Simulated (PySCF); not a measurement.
**Deuteron quadrupole couplings in `Nc1ccccc1`**

C₆H₇N.
Geometry (PBE0-D3(BJ)/def2-TZVP, Å), atoms numbered from 1 in this order:
```xyz
14
C6H7N angstrom
N      2.3008   -0.1159    0.1012
C      0.9183   -0.0472    0.0388
C      0.2490    1.1391    0.3465
C     -1.1341    1.1891    0.3370
C     -1.8841    0.0648    0.0231
C     -1.2218   -1.1154   -0.2828
C      0.1609   -1.1770   -0.2761
H      2.7234   -0.8529   -0.4384
H      2.7837    0.7614   -0.0004
H      0.8229    2.0254    0.5977
H     -1.6308    2.1224    0.5778
H     -2.9661    0.1081    0.0159
H     -1.7887   -2.0054   -0.5322
H      0.6649   -2.1086   -0.5133
```

Level: PBE0/pcSseg-2 (PySCF, non-relativistic); Q(2H) = 0.00286 b; rigid geometry, the same for H and D, with no vibrational averaging.

Problem. What are Vzz, η and χzz (234.96 MHz × Q × Vzz) at all hydrogens?

Solution. 
| atom | bonded to | bond length (Å) | Vzz (au) | η | χzz (kHz) |
| --- | --- | --- | --- | --- | --- |
| H8 | N1 | 1.007 | 0.3969 | 0.18 | 267 |
| H9 | N1 | 1.007 | 0.3967 | 0.18 | 267 |
| H10 | C3 | 1.085 | 0.2956 | 0.09 | 199 |
| H11 | C4 | 1.084 | 0.2958 | 0.06 | 199 |
| H12 | C5 | 1.083 | 0.2998 | 0.08 | 201 |
| H13 | C6 | 1.084 | 0.2959 | 0.06 | 199 |
| H14 | C7 | 1.085 | 0.2956 | 0.09 | 199 |

Problem. Average by the element that carries the hydrogen.

Solution. on N: 267 kHz over 2 positions, mean bond length 1.007 Å; on C: 199 kHz over 5 positions, mean bond length 1.084 Å.

Isolated species at its PBE0-D3(BJ)/def2-TZVP geometry, gas phase.
